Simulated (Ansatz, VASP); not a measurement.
# One calculation of C, two programs

POSCAR

```
C
1.0
    0.0000000000      1.5860058045      2.2426122076
    1.5860058045      0.0000000000      2.2426122076
    1.5860058045      1.5860058045      0.0000000000
C
2
Direct
    0.5000000000      0.5000000000      0.5000000000
    0.7500000000      0.7500000000      0.7500000000
```

The input INCAR.step1:

```
PREC = Accurate
ENCUT = 520
ISMEAR = 0
SIGMA = 0.05
LREAL = False
LASPH = True
NELM = 60
NBANDS = 11
GGA = PE
ALGO = Normal
EDIFF = 1E-4
LWAVE = True
LCHARG = False
```

The input INCAR.step2:

```
PREC = Accurate
ENCUT = 520
EDIFF = 1E-7
ISMEAR = 0
SIGMA = 0.05
LREAL = False
LASPH = True
NELM = 60
ALGO = Normal
ISIF = 2
LWAVE = False
LCHARG = False
METAGGA = R2SCAN
LMIXTAU = True
NBANDS = 11
ISTART = 1
```

Contents of KPOINTS:

```
Automatic mesh
0
Gamma
  12 12 12
```

Input for Ansatz:

```yaml
crystal:
  lattice:
    - [0.0, 1.5860058045, 2.2426122076]
    - [1.5860058045, 0.0, 2.2426122076]
    - [1.5860058045, 1.5860058045, 0.0]
  atoms:
    - { symbol: C, position: [0.5, 0.5, 0.5] }
    - { symbol: C, position: [0.75, 0.75, 0.75] }
basis:
  ecutwfc: 500
kpoints:
  mp_grid: { grid: [12, 12, 12] }
hamiltonian:
  xc: r2scan
scf:
  occupations: { method: gaussian, width: 0.05 }
output:
  forces: true
  stress: true
  eigenvalues: true
```

Alike in both runs: task single point; functional r2SCAN; k mesh 12 × 12 × 12; occupations gaussian, width 0.05 eV; no spin polarisation.

|  | VASP | Ansatz |
| --- | --- | --- |
| version | VASP 6.6.1 | Ansatz 0.2.0 |
| potentials or method | VASP PAW PBE potentials, release 64 (C) | scalar-relativistic, plane waves, PAW |
| plane-wave cutoff (eV) | 520 | 500 |
| valence electrons in the cell | 8 | 8 |

Ansatz gave:

| Quantity | Value |
| --- | --- |
| gap on the k mesh at the Fermi level (eV) | none |
| pressure (GPa) | 8.8 |
| largest component of the traceless stress (GPa) | 281.92 |

**Question.** Estimate VASP's values.

**Answer.** gap on the k mesh at the Fermi level (eV): none; pressure (GPa): 9.7; largest component of the traceless stress (GPa): 281.06.

A gap of «none» marks a metal or a gap that the smearing closes. The functional is the same, so the differences come from potentials, cutoffs and numerics.

Caveats: the PAW data sets were made with another functional, which shifts forces and pressure a little (VASP).
